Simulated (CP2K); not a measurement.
## Rb in CP2K: convergence with eps eigval

The system is Rb.

```xyz
1
Lattice="4.9916 0.0000 0.0000 -2.0035 4.5718 0.0000 -1.4940 -2.2859 4.1783" Properties=species:S:1:pos:R:3 pbc="T T T"
Rb    0.0000    0.0000    0.0000
```

This isn't the form of Rb at room conditions, which is bcc.

```yaml
Program: CP2K 2026.2
Task: single point
Functional: PBE
Potentials_or_basis: GTH_POTENTIALS Rb GTH-PBE-q9; DZVP-MOLOPT-SR-GTH basis
Density_cutoff: 6123 eV
k_mesh: 5 × 5 × 5
Occupations: fermi-dirac, width 0.05 eV
Spin: no spin polarisation
```

These are the settings of the first run; the series varies eps eigval, with any setting tied to it.

Hardware: 1 thread of Arm Neoverse V2, on a shared host.

```tsv
eps eigval	energy less the tightest run, at zero smearing (meV/atom)	SCF cycles	CPU time (s)	peak memory (GiB)
1.0E-2	23.08	14	10	0.31
1.0E-3	0.00	12	9	0.31
1.0E-4	0.00	12	8.9	0.31
1.0E-5	0.00	12	9	0.31
1.0E-6	0.00	12	9	0.31
1.0E-8	0.00	12	9	0.31
```

Against the tightest run, the energy stays within 1 meV/atom from 1.0E-3 on. The tightest run that finished is the yardstick and may itself not be fully converged.
